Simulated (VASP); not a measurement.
Here is a VASP 6.6.1 calculation.

File POSCAR:

```
H
1.0
    5.6462160000      0.0000000000      0.0000000000
    0.0000000000      5.6462160000      0.0000000000
    0.0000000000      0.0000000000      5.6462160000
H
12
Direct
    0.2721114460      0.8326815694      0.7996860198
    0.3386692964      0.7859423019      0.8902953766
    0.6135613657      0.1282628932      0.0739964606
    0.6545799877      0.0588535756      0.1804040086
    0.9350510147      0.0812756721      0.6980250136
    0.9497688363      0.1732487740      0.6092753093
    0.6080709629      0.4623273357      0.9543914012
    0.6360365951      0.4637265028      0.8354976147
    0.2934708839      0.4269230933      0.4431640589
    0.3571064231      0.4043947309      0.5542827267
    1.0955478855      1.1358757795      0.2734043473
    1.1524709646      1.0376507027      0.2163395803
```

INCAR.step1

```
PREC = Accurate
ENCUT = 520
ISMEAR = -1
SIGMA = 0.02
LREAL = F
LASPH = T
NELM = 100
NBANDS = 18
GGA = PE
ALGO = Normal
EDIFF = 1E-4
LWAVE = T
LCHARG = F
```

Contents of INCAR.step2:

```
PREC = Accurate
ENCUT = 520
EDIFF = 1E-6
ISMEAR = -1
SIGMA = 0.02
LREAL = F
LASPH = T
NELM = 100
ALGO = Normal
ISIF = 2
LWAVE = F
LCHARG = F
METAGGA = R2SCAN
LMIXTAU = T
IVDW = 12
VDW_S6 = 1.0
VDW_S8 = 0.78981345
VDW_A1 = 0.49484001
VDW_A2 = 5.73083694
NBANDS = 18
ISTART = 1
```

File KPOINTS:

```
Automatic mesh
0
Gamma
  1 1 1
```

Potentials or basis: VASP PAW PBE potentials, release 64 (H).

Launch:

```bash
$ cat potpaw_PBE.64/H/POTCAR > POTCAR
$ cp INCAR.step1 INCAR
$ mpirun -np 1 vasp_gam > vasp.out
$ cp INCAR.step2 INCAR
$ mpirun -np 1 vasp_gam > vasp.out
```

Q: Estimate the pressure.

A: 1.9 GPa.

Q: Estimate the dispersion energy per atom.

A: -0.007 eV.

Q: What does it give for the band gap on the k mesh?

A: 10.59 eV, direct.

Forces in eV/Å, atoms in the order of the input:
```
H   -1.295  0.904 -1.729
H    1.253 -0.867  1.724
H    0.188 -0.411  0.504
H   -0.215  0.248 -0.424
H   -0.125 -0.341  0.360
H    0.005  0.344 -0.231
H   -0.440  0.048  2.023
H    0.549  0.080 -2.083
H   -0.060  0.069 -0.171
H    0.081  0.006  0.157
H   -0.279  0.524  0.245
H    0.338 -0.603 -0.376
```

Caveat: the PAW data sets were made with another functional, which shifts forces and pressure a little. r2SCAN opens gaps a little over a GGA but as a rule still falls short of measured ones.
